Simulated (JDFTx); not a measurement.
AgCl (Chlorargyrite):

```xyz
2
Lattice="0.0000 2.7350 2.7350 2.7350 0.0000 2.7350 2.7350 2.7350 0.0000" Properties=species:S:1:pos:R:3 pbc="T T T"
Ag    0.0000    0.0000    0.0000
Cl    2.7350    2.7350    2.7350
```

- Program: JDFTx 1.7.0 (patched build)
- Task: single point
- Functional: PBE
- Potentials or basis: PseudoDojo-SR-PBE-0.5-standard
- Cutoff: 1116 eV
- Density cutoff: 8925 eV
- k mesh: 8 × 8 × 8
- Occupations: fermi-dirac, width 0.05 eV
- Spin: no spin polarisation

On this cell: pressure 3.8 GPa; largest force zero by symmetry; band gap on the k mesh 0.91 eV, indirect (least direct gap 3.32 eV).

The same run follows on a disturbed copy (atoms moved at random, drawn with an rms of 0.05 Å):

```
CELL_PARAMETERS angstrom
0.00000 2.73500 2.73500
2.73500 0.00000 2.73500
2.73500 2.73500 0.00000
ATOMIC_POSITIONS crystal
Ag 0.98280 0.01129 0.99551
Cl 0.49628 0.50908 0.50356
```

What does the disturbed cell give?

The energy moves by +1.8 meV/atom; pressure 3.9 GPa; largest force 0.109 eV/Å; band gap on the k mesh 0.90 eV, indirect (least direct gap 3.18 eV).

Forces on the atoms (eV/Å):
```
Ag   0.024  0.094  0.048
Cl  -0.025 -0.094 -0.048
```

Stress tensor (GPa, compression positive):
```
 3.85 -0.02 -0.01
-0.02  4.04 -0.04
-0.01 -0.04  3.89
```

A k mesh can miss the band edges.
